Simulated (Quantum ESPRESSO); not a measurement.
# KTaO3 (Pm-3m) in Quantum ESPRESSO: a series of runs

Runs on KTaO3. Level: PBEsol. Tasks: Wannier functions, dielectric tensor.

Program: Quantum ESPRESSO 7.5. These are calculated values, not measurements. Logs are shortened: lines on timing, memory, paths and dates and some standing lists are left out, and cuts for length are marked.

### Step 1. The crystal as given

Symmetry: Pm-3m, No. 221, cubic system. Conventional cell: a = 3.988 Å, b = 3.988 Å, c = 3.988 Å, α = 90.00°, β = 90.00°, γ = 90.00°. Ta (site symmetry m-3m) has 6 O at 1.99 Å as nearest neighbours. K (site symmetry m-3m) has 12 O at 2.82 Å as nearest neighbours. Around O (site symmetry 4/mmm) lie 2 Ta at 1.99 Å.

### Step 2. Wannier functions, PBEsol

Contents of pw.in:

```
&CONTROL
  calculation = 'scf'
  prefix = 'pwscf'
  outdir = './tmp'
  pseudo_dir = './pseudo'
  tprnfor = .true.
  tstress = .true.
  disk_io = 'low'
/
&SYSTEM
  ibrav = 0
  A = 3.9883
  nat = 5
  ntyp = 3
  ecutwfc = 56
  ecutrho = 448
  nbnd = 28
  occupations = 'smearing'
  smearing = 'fd'
  degauss = 0.00367493
/
&ELECTRONS
  conv_thr = 1d-09
  electron_maxstep = 120
  mixing_beta = 0.5
/
ATOMIC_SPECIES
Ta   180.9479 ta_pbesol_v1.uspp.F.UPF
K     39.0983 k_pbesol_v1.4.uspp.F.UPF
O     15.9990 o_pbesol_v1.2.uspp.F.UPF
CELL_PARAMETERS alat
   1.0000000000    0.0000000000    0.0000000000
   0.0000000000    1.0000000000    0.0000000000
   0.0000000000    0.0000000000    1.0000000000
ATOMIC_POSITIONS alat
Ta     0.0000000000    0.0000000000    0.0000000000
K      0.5000000000    0.5000000000    0.5000000000
O      0.0000000000    0.0000000000    0.5000000000
O      0.0000000000    0.5000000000    0.0000000000
O      0.5000000000    0.0000000000    0.0000000000
K_POINTS automatic
4 4 4 0 0 0
```

Contents of nscf.in:

```
&CONTROL
  calculation = 'nscf'
  prefix = 'pwscf'
  outdir = './tmp'
  pseudo_dir = './pseudo'
  disk_io = 'low'
/
&SYSTEM
  ibrav = 0
  A = 3.9883
  nat = 5
  ntyp = 3
  ecutwfc = 56
  ecutrho = 448
  nbnd = 43
  occupations = 'smearing'
  smearing = 'fd'
  degauss = 0.00367493
  nosym = .true.
  noinv = .true.
/
&ELECTRONS
  conv_thr = 1d-09
  electron_maxstep = 120
  mixing_beta = 0.5
  diago_full_acc = .true.
  startingwfc = 'random'
/
ATOMIC_SPECIES
Ta   180.9479 ta_pbesol_v1.uspp.F.UPF
K     39.0983 k_pbesol_v1.4.uspp.F.UPF
O     15.9990 o_pbesol_v1.2.uspp.F.UPF
CELL_PARAMETERS alat
   1.0000000000    0.0000000000    0.0000000000
   0.0000000000    1.0000000000    0.0000000000
   0.0000000000    0.0000000000    1.0000000000
ATOMIC_POSITIONS alat
Ta     0.0000000000    0.0000000000    0.0000000000
K      0.5000000000    0.5000000000    0.5000000000
O      0.0000000000    0.0000000000    0.5000000000
O      0.0000000000    0.5000000000    0.0000000000
O      0.5000000000    0.0000000000    0.0000000000
K_POINTS crystal
64
  0.00000000   0.00000000   0.00000000 1.56250000e-02
  0.00000000   0.00000000   0.25000000 1.56250000e-02
  0.00000000   0.00000000   0.50000000 1.56250000e-02
  0.00000000   0.00000000   0.75000000 1.56250000e-02
  0.00000000   0.25000000   0.00000000 1.56250000e-02
  0.00000000   0.25000000   0.25000000 1.56250000e-02
[... 56 lines left out ...]
  0.75000000   0.75000000   0.50000000 1.56250000e-02
  0.75000000   0.75000000   0.75000000 1.56250000e-02
```

Contents of pw2wan.in:

```
&INPUTPP
  prefix = 'pwscf'
  outdir = './tmp'
  seedname = 'w'
  write_mmn = .true.
  write_amn = .true.
/
```

Contents of bands.in:

```
&CONTROL
  calculation = 'bands'
  prefix = 'pwscf'
  outdir = './tmp'
  pseudo_dir = './pseudo'
  disk_io = 'low'
/
&SYSTEM
  ibrav = 0
  A = 3.9883
  nat = 5
  ntyp = 3
  ecutwfc = 56
  ecutrho = 448
  nbnd = 43
  occupations = 'smearing'
  smearing = 'fd'
  degauss = 0.00367493
/
&ELECTRONS
  conv_thr = 1d-08
  electron_maxstep = 120
  mixing_beta = 0.5
  diago_full_acc = .true.
  startingwfc = 'random'
/
ATOMIC_SPECIES
Ta   180.9479 ta_pbesol_v1.uspp.F.UPF
K     39.0983 k_pbesol_v1.4.uspp.F.UPF
O     15.9990 o_pbesol_v1.2.uspp.F.UPF
CELL_PARAMETERS alat
   1.0000000000    0.0000000000    0.0000000000
   0.0000000000    1.0000000000    0.0000000000
   0.0000000000    0.0000000000    1.0000000000
ATOMIC_POSITIONS alat
Ta     0.0000000000    0.0000000000    0.0000000000
K      0.5000000000    0.5000000000    0.5000000000
O      0.0000000000    0.0000000000    0.5000000000
O      0.0000000000    0.5000000000    0.0000000000
O      0.5000000000    0.0000000000    0.0000000000
K_POINTS crystal
71
  0.00000000   0.00000000   0.00000000 1
  0.00000000   0.05555600   0.00000000 1
  0.00000000   0.11111100   0.00000000 1
  0.00000000   0.16666700   0.00000000 1
  0.00000000   0.22222200   0.00000000 1
  0.00000000   0.27777800   0.00000000 1
[... 63 lines left out ...]
  0.50000000   0.50000000   0.44444400 1
  0.50000000   0.50000000   0.50000000 1
```

Contents of w.win:

```
num_wann = 25
num_bands = 38
guiding_centres = true
dis_froz_max = 11.8
dis_num_iter = 600
dis_mix_ratio = 0.5
dis_conv_tol = 1.0d-9
num_iter = 1200
search_shells = 100
kmesh_tol = 1.0d-4
conv_tol = 1.0d-8
conv_window = 4
num_print_cycles = 200
fermi_energy = 9.7414
bands_plot = true
write_hr = true
mp_grid = 4 4 4
exclude_bands = 1-5
begin projections
Ta: s;p;d
K: s;p
O: s;p
end projections
begin unit_cell_cart
ang
  3.9883000000   0.0000000000   0.0000000000
  0.0000000000   3.9883000000   0.0000000000
  0.0000000000   0.0000000000   3.9883000000
end unit_cell_cart
begin atoms_frac
Ta   0.0000000000   0.0000000000   0.0000000000
K    0.5000000000   0.5000000000   0.5000000000
O    0.0000000000   0.0000000000   0.5000000000
O    0.0000000000   0.5000000000   0.0000000000
O    0.5000000000   0.0000000000   0.0000000000
end atoms_frac
begin kpoint_path
G   0.0000000000   0.0000000000   0.0000000000  X   0.0000000000   0.5000000000   0.0000000000
X   0.0000000000   0.5000000000   0.0000000000  M   0.5000000000   0.5000000000   0.0000000000
M   0.5000000000   0.5000000000   0.0000000000  G   0.0000000000   0.0000000000   0.0000000000
G   0.0000000000   0.0000000000   0.0000000000  R   0.5000000000   0.5000000000   0.5000000000
R   0.5000000000   0.5000000000   0.5000000000  X   0.0000000000   0.5000000000   0.0000000000
M   0.5000000000   0.5000000000   0.0000000000  R   0.5000000000   0.5000000000   0.5000000000
end kpoint_path
bands_num_points = 9
begin kpoints
  0.00000000   0.00000000   0.00000000
  0.00000000   0.00000000   0.25000000
  0.00000000   0.00000000   0.50000000
  0.00000000   0.00000000   0.75000000
  0.00000000   0.25000000   0.00000000
  0.00000000   0.25000000   0.25000000
[... 56 lines left out ...]
  0.75000000   0.75000000   0.50000000
  0.75000000   0.75000000   0.75000000
end kpoints
```

Potentials or basis: GBRV 1.5 PBEsol.

Command:

```sh
$ OMP_NUM_THREADS=1 pw.x -in pw.in > pw.out
$ OMP_NUM_THREADS=1 pw.x -in nscf.in > nscf.out
$ wannier90.x -pp w
$ OMP_NUM_THREADS=1 pw2wannier90.x -in pw2wan.in > pw2wan.out
$ wannier90.x w
$ OMP_NUM_THREADS=1 pw.x -in bands.in > bands.out
```

pw.out:

```text
This program is part of the open-source Quantum ESPRESSO suite
     for quantum simulation of materials; please cite
[... 9 lines left out ...]
     --------------------
     sticks:   dense  smooth     PW     G-vecs:    dense   smooth      PW
     Sum        2025    1005    293                68507    24207    3911

     Using Slab Decomposition

     bravais-lattice index     =            0
     lattice parameter (alat)  =       7.5368  a.u.
     unit-cell volume          =     428.1146 (a.u.)^3
     number of atoms/cell      =            5
     number of atomic types    =            3
     number of electrons       =        40.00
     number of Kohn-Sham states=           28
     kinetic-energy cutoff     =      56.0000  Ry
     charge density cutoff     =     448.0000  Ry
     scf convergence threshold =      1.0E-09
     mixing beta               =       0.5000
     number of iterations used =            8  plain     mixing
     Exchange-correlation= SLA  PW   PSX  PSC
                           (   1   4  10   8   0   0   0)

     celldm(1)=   7.536795  celldm(2)=   0.000000  celldm(3)=   0.000000
     celldm(4)=   0.000000  celldm(5)=   0.000000  celldm(6)=   0.000000

     crystal axes: (cart. coord. in units of alat)
               a(1) = (   1.000000   0.000000   0.000000 )
               a(2) = (   0.000000   1.000000   0.000000 )
               a(3) = (   0.000000   0.000000   1.000000 )

     reciprocal axes: (cart. coord. in units 2 pi/alat)
               b(1) = (  1.000000  0.000000  0.000000 )
               b(2) = (  0.000000  1.000000  0.000000 )
               b(3) = (  0.000000  0.000000  1.000000 )

     PseudoPot. # 1 for Ta read from file:
     ta_pbesol_v1.uspp.F.UPF
     Pseudo is Ultrasoft + core correction, Zval = 13.0
     Generated by new atomic code, or converted to UPF format
     Using radial grid of  921 points,  7 beta functions with:
                l(1) =   0
                l(2) =   0
                l(3) =   1
                l(4) =   1
                l(5) =   2
                l(6) =   2
                l(7) =   3
     Q(r) pseudized with  6 coefficients,  rinner =    1.300   1.300   1.300
                                                       1.300   1.300   1.300
                                                       1.300

     PseudoPot. # 2 for K  read from file:
     k_pbesol_v1.4.uspp.F.UPF
     Pseudo is Ultrasoft + core correction, Zval =  9.0
     Generated by new atomic code, or converted to UPF format
     Using radial grid of  841 points,  6 beta functions with:
                l(1) =   0
                l(2) =   0
                l(3) =   1
                l(4) =   1
                l(5) =   2
                l(6) =   2
     Q(r) pseudized with  6 coefficients,  rinner =    1.500   1.500   1.500
                                                       1.500   1.500

     PseudoPot. # 3 for O  read from file:
     o_pbesol_v1.2.uspp.F.UPF
     Pseudo is Ultrasoft + core correction, Zval =  6.0
     Generated by new atomic code, or converted to UPF format
     Using radial grid of  737 points,  5 beta functions with:
                l(1) =   0
                l(2) =   0
                l(3) =   1
                l(4) =   1
                l(5) =   2
     Q(r) pseudized with  8 coefficients,  rinner =    0.900   0.900   0.900
                                                       0.900   0.900

     atomic species   valence    mass     pseudopotential
     Ta               13.00   180.94790     Ta( 1.00)
     K                 9.00    39.09830     K ( 1.00)
     O                 6.00    15.99900     O ( 1.00)

     48 Sym. Ops., with inversion, found

   Cartesian axes

     site n.     atom                  positions (alat units)
         1        Ta     tau(   1) = (   0.0000000   0.0000000   0.0000000  )
         2        K      tau(   2) = (   0.5000000   0.5000000   0.5000000  )
         3        O      tau(   3) = (   0.0000000   0.0000000   0.5000000  )
         4        O      tau(   4) = (   0.0000000   0.5000000   0.0000000  )
         5        O      tau(   5) = (   0.5000000   0.0000000   0.0000000  )

     number of k points=    10  Fermi-Dirac smearing, width (Ry)=  0.0037
                       cart. coord. in units 2pi/alat
        k(    1) = (   0.0000000   0.0000000   0.0000000), wk =   0.0312500
        k(    2) = (   0.0000000   0.0000000   0.2500000), wk =   0.1875000
        k(    3) = (   0.0000000   0.0000000  -0.5000000), wk =   0.0937500
        k(    4) = (   0.0000000   0.2500000   0.2500000), wk =   0.3750000
        k(    5) = (   0.0000000   0.2500000  -0.5000000), wk =   0.3750000
        k(    6) = (   0.0000000  -0.5000000  -0.5000000), wk =   0.0937500
        k(    7) = (   0.2500000   0.2500000   0.2500000), wk =   0.2500000
        k(    8) = (   0.2500000   0.2500000  -0.5000000), wk =   0.3750000
        k(    9) = (   0.2500000  -0.5000000  -0.5000000), wk =   0.1875000
        k(   10) = (  -0.5000000  -0.5000000  -0.5000000), wk =   0.0312500

     Dense  grid:    68507 G-vectors     FFT dimensions: (  54,  54,  54)

     Smooth grid:    24207 G-vectors     FFT dimensions: (  36,  36,  36)

     Initial potential from superposition of free atoms

     starting charge      39.4953, renormalised to      40.0000

     negative rho (up, down):  9.341E-02 0.000E+00
     Starting wfcs are   33 randomized atomic wfcs

     Self-consistent Calculation

     iteration #  1     ecut=    56.00 Ry     beta= 0.50
     Davidson diagonalization with overlap
     ethr =  1.00E-02,  avg # of iterations =  5.2

     negative rho (up, down):  9.521E-02 0.000E+00
[... 19 lines left out ...]
     total energy              =    -295.91837863 Ry
     estimated scf accuracy    <       0.03435874 Ry

     iteration #  4     ecut=    56.00 Ry     beta= 0.50
     Davidson diagonalization with overlap
     c_bands:  1 eigenvalues not converged
     ethr =  8.59E-05,  avg # of iterations =  8.7

     negative rho (up, down):  9.789E-02 0.000E+00

     total energy              =    -295.92241280 Ry
     estimated scf accuracy    <       0.00633566 Ry
[... 64 lines left out ...]
     iteration # 12     ecut=    56.00 Ry     beta= 0.50
     Davidson diagonalization with overlap
     ethr =  6.79E-11,  avg # of iterations =  2.0

     negative rho (up, down):  9.821E-02 0.000E+00

     End of self-consistent calculation

          k = 0.0000 0.0000 0.0000 (  2969 PWs)   bands (ev):

   -58.8177 -25.3390 -25.3390 -25.3390 -18.4334  -8.7539  -8.0333  -8.0333
    -2.0584  -2.0584  -2.0584   6.2426   6.2426   6.2426   7.6063   7.6063
     7.6063   8.0532   8.0532   8.0532  10.7982  10.7982  10.7982  15.1515
    15.4784  15.4784  16.6151  16.6151
[... 24 lines left out ...]
   -58.8175 -25.4242 -25.3788 -25.3333 -18.3966  -8.3977  -7.7001  -7.1416
    -2.0378  -1.9832  -1.9827   3.2030   4.7199   4.8305   5.9527   6.1110
     7.0336   7.2497   7.2711   8.1391  12.4149  13.7080  14.1930  16.2328
    18.3614  18.4806  18.7171  19.5981

          k = 0.0000-0.5000-0.5000 (  3048 PWs)   bands (ev):

   -58.8174 -25.4217 -25.4217 -25.3315 -18.3891  -8.2727  -7.1749  -7.1749
    -2.0529  -2.0529  -1.9468   3.1262   3.2632   4.0690   5.8074   5.8074
     7.0237   7.2323   7.2323   8.6443  13.7280  13.7280  15.0151  16.3589
    18.7125  19.0472  20.4466  20.4466
[... 10 lines left out ...]
   -58.8174 -25.4219 -25.3770 -25.3765 -18.3887  -7.9436  -7.5800  -7.1357
    -2.1761  -2.0907  -2.0061   3.2049   4.7290   4.8564   4.8621   5.1520
     5.6680   7.8659   8.0026   8.2370  13.2445  14.1873  14.2969  18.2346
    18.3278  18.3706  19.0071  19.1814

          k = 0.2500-0.5000-0.5000 (  3060 PWs)   bands (ev):

   -58.8173 -25.4195 -25.4195 -25.3748 -18.3809  -7.7268  -7.1306  -7.1306
    -2.1934  -2.1934  -2.1487   3.1455   3.2707   4.4120   4.9418   5.1291
     5.1291   8.1198   8.1198   8.6643  14.2860  14.2860  15.0875  17.6900
    18.5789  18.5789  19.4343  19.5867

          k =-0.5000-0.5000-0.5000 (  3016 PWs)   bands (ev):

   -58.8172 -25.4174 -25.4174 -25.4174 -18.3727  -7.0844  -7.0844  -7.0844
    -2.3341  -2.3341  -2.3341   3.1039   3.2783   3.2783   4.7440   4.7440
     4.7440   8.6847   8.6847   8.6847  15.1551  15.1551  15.1551  17.4831
    17.4831  17.4831  19.3219  21.4237

     the Fermi energy is     9.7454 ev

!    total energy              =    -295.92399767 Ry
     estimated scf accuracy    <          8.7E-10 Ry
     smearing contrib. (-TS)   =      -0.00000000 Ry
     internal energy E=F+TS    =    -295.92399767 Ry

     The total energy is F=E-TS. E is the sum of the following terms:
     one-electron contribution =     -72.52114799 Ry
     hartree contribution      =      56.67170195 Ry
     xc contribution           =     -72.71007880 Ry
     ewald contribution        =    -207.36447283 Ry

     convergence has been achieved in  12 iterations

     negative rho (up, down):  9.821E-02 0.000E+00

     Forces acting on atoms (cartesian axes, Ry/au):

     atom    1 type  1   force =     0.00000000    0.00000000    0.00000000
     atom    2 type  2   force =     0.00000000    0.00000000    0.00000000
     atom    3 type  3   force =     0.00000000    0.00000000    0.00000000
     atom    4 type  3   force =     0.00000000    0.00000000    0.00000000
     atom    5 type  3   force =     0.00000000    0.00000000    0.00000000

     Total force =     0.000000     Total SCF correction =     0.000000

     Computing stress (Cartesian axis) and pressure

     negative rho (up, down):  9.821E-02 0.000E+00
          total   stress  (Ry/bohr**3)                   (kbar)     P=       -0.70
  -0.00000477   0.00000000   0.00000000           -0.70        0.00        0.00
   0.00000000  -0.00000477   0.00000000            0.00       -0.70        0.00
   0.00000000   0.00000000  -0.00000477            0.00        0.00       -0.70

=------------------------------------------------------------------------------=
   JOB DONE.
=------------------------------------------------------------------------------=
```

Run time: 16 min. Hardware: 1 thread of Arm Neoverse N1, shared host; peak memory 0.49 GiB.

What came out:

| Quantity | Value |
| --- | --- |
| Free energy | -4026.2511 eV |
| Pressure | -0.1 GPa |
| Band gap on the k mesh | 2.11 eV, indirect (least direct gap 2.74 eV) |
| Band gap along the path | 2.11 eV, indirect (least direct gap 2.75 eV) |
| Total Wannier spread | 21.74 Å² over 25 functions |
| RMS miss of the Wannier bands | 0.002 eV |

Levels at the corners of the path, in eV from the valence-band top:
```
point  band 18  band 19  band 20  band 21  band 22  band 23
    Γ    -0.63    -0.63    -0.63     2.11     2.11     2.11
    X    -1.55    -0.86    -0.86     2.28     5.00     5.00
    M    -1.45    -1.45    -0.04     5.04     5.04     6.33
    Γ    -0.63    -0.63    -0.63     2.11     2.11     2.11
    R     0.00     0.00     0.00     6.47     6.47     6.47
    X    -1.55    -0.86    -0.86     2.28     5.00     5.00
    M    -1.45    -1.45    -0.04     5.04     5.04     6.33
    R     0.00     0.00     0.00     6.47     6.47     6.47
```

Wannier functions:
| function | nearest atom | distance (Å) | spread (Å²) | on-site energy from the reference level (eV) |
| --- | --- | --- | --- | --- |
| 1 | 1 Ta | 0.84 | 1.61 | 5.48 |
| 2 | 1 Ta | 1.03 | 1.54 | 6.03 |
| 3 | 1 Ta | 1.05 | 1.64 | 6.64 |
| 4 | 1 Ta | 1.05 | 1.64 | 6.67 |
| 5 | 1 Ta | 0.00 | 0.91 | 4.84 |
| 6 | 1 Ta | 0.84 | 1.61 | 5.46 |
| 7 | 1 Ta | 0.84 | 1.60 | 5.46 |
| 8 | 1 Ta | 0.00 | 0.91 | 4.84 |
| 9 | 1 Ta | 1.04 | 1.65 | 6.71 |
| 10 | 2 K | 0.41 | 0.84 | -0.54 |
| 11 | 2 K | 0.40 | 0.83 | -0.63 |
| 12 | 2 K | 0.00 | 0.67 | -11.44 |
| 13 | 2 K | 0.02 | 0.67 | -11.41 |
| 14 | 3 O | 0.30 | 0.47 | -5.12 |
| 15 | 3 O | 0.31 | 0.42 | -5.02 |
| 16 | 3 O | 0.29 | 0.48 | -4.93 |
| 17 | 3 O | 0.29 | 0.48 | -4.94 |
| 18 | 4 O | 0.29 | 0.48 | -5.03 |
| 19 | 4 O | 0.29 | 0.48 | -5.06 |
| 20 | 4 O | 0.29 | 0.48 | -4.99 |
| 21 | 4 O | 0.31 | 0.42 | -5.02 |
| 22 | 5 O | 0.29 | 0.48 | -5.04 |
| 23 | 5 O | 0.29 | 0.49 | -5.06 |
| 24 | 5 O | 0.31 | 0.42 | -5.03 |
| 25 | 5 O | 0.29 | 0.49 | -5.00 |

Parts of the spread (Å²): invariant 18.27, diagonal 0.008, off-diagonal 3.46, total 21.74. Against the direct bands the interpolation misses by 2 meV (root mean square) and 18 meV at most, for states up to 1 eV over the reference level.

Caveat: spin-orbit coupling is left out, which moves the levels of the heavy elements; the Wannier minimisation didn't converge. As with any semilocal functional, this PBEsol gap is likely too small.

(Part 1 of 4 ends here.)
